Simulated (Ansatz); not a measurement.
# Pd: the cost of one run

Program: Ansatz 0.2.0. Level of theory: DFT PBE, scalar-relativistic, plane waves, PAW. These are calculated values, not measurements.

1 further run of the same task is left out (set aside as unsound or not needed).

### 1 The starting structure

Symmetry: P6_3/mmc, No. 194, hexagonal system. Conventional cell: a = 3.232 Å, b = 3.232 Å, c = 5.147 Å, α = 90.00°, β = 90.00°, γ = 120.00°. Zr (site symmetry -6m2) has 12 Zr at 3.18 to 3.23 Å as nearest neighbours.

Structure file:

```
Zr
1.0
     3.23200    0.00000    0.00000
    -1.61600    2.79899    0.00000
     0.00000    0.00000    5.14700
Zr
2
Direct
  0.33333 0.66667 0.25000
  0.66667 0.33333 0.75000
```

The structure comes from the Crystallography Open Database.

### 2 One element swapped, cell strained: Zr → Pd, first probe

Against the listed cell: Pd takes all sites of Zr, and lengths are scaled by 0.877 as a first guess of the size; strain xx, yy, zz, yz, xz, xy = -4.1, -4.1, +4.9, +0.0, +0.0, +0.0 %.

Input file input.yaml:

```yaml
crystal:
  lattice:
    - [2.7159578835, 0.0, 0.0]
    - [-1.3579789417, 2.3520885227, 0.0]
    - [0.0, 0.0, 4.7312531044]
  atoms:
    - { symbol: Pd, position: [0.3333333333, 0.6666666667, 0.25] }
    - { symbol: Pd, position: [0.6666666667, 0.3333333333, 0.75] }
basis:
  ecutwfc: 420
kpoints:
  mp_grid: { grid: [9, 9, 4] }
hamiltonian:
  xc: pbe
scf:
  occupations: { method: gaussian, width: 0.1 }
output:
  forces: true
  stress: true
  eigenvalues: true
```

On the command line:

```bash
ansatz run input.yaml --threads 1 --pin off --max-ram 1331MiB --backend cpu --events-out ev --progress --plain --runs-dir out
```

What time and memory should one allow on 1 thread of an x86-64 CPU, shared host?

About 2.6 s, with a peak of 0.31 GiB.
